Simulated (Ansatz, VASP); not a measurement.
## TiB4: VASP beside Ansatz

```xyz
5
Lattice="3.0413 0.0000 0.0000 -1.5206 2.6338 0.0000 0.0000 0.0000 5.7804" Properties=species:S:1:pos:R:3 pbc="T T T"
Ti    0.0000    0.0000    0.0000
B     1.5206    0.8779    1.7498
B     1.5206    0.8779    4.0307
B     0.0000    0.0000    3.7077
B     0.0000    0.0000    2.0728
```

Alike in both runs: functional PBE; k mesh 12 × 12 × 8; occupations gaussian, width 0.1 eV; no spin polarisation.

Ansatz relaxed the structure, and its values are those at the end. VASP's run is a single point on that final structure, the one shown.

```csv
,VASP,Ansatz
version,VASP 6.6.1,Ansatz 0.2.0
potentials or method,"VASP PAW PBE potentials, release 64 (Ti_sv, B)","scalar-relativistic, plane waves, PAW"
plane-wave cutoff (eV),520,420
valence electrons in the cell,24,24
```

|  | VASP | Ansatz | Ansatz less VASP |
| --- | --- | --- | --- |
| gap on the k mesh at the Fermi level (eV) | none | none | - |
| pressure (GPa) | 0.0 | 0.0 | -0.03 |

A gap of «none» marks a metal or a gap that the smearing closes.
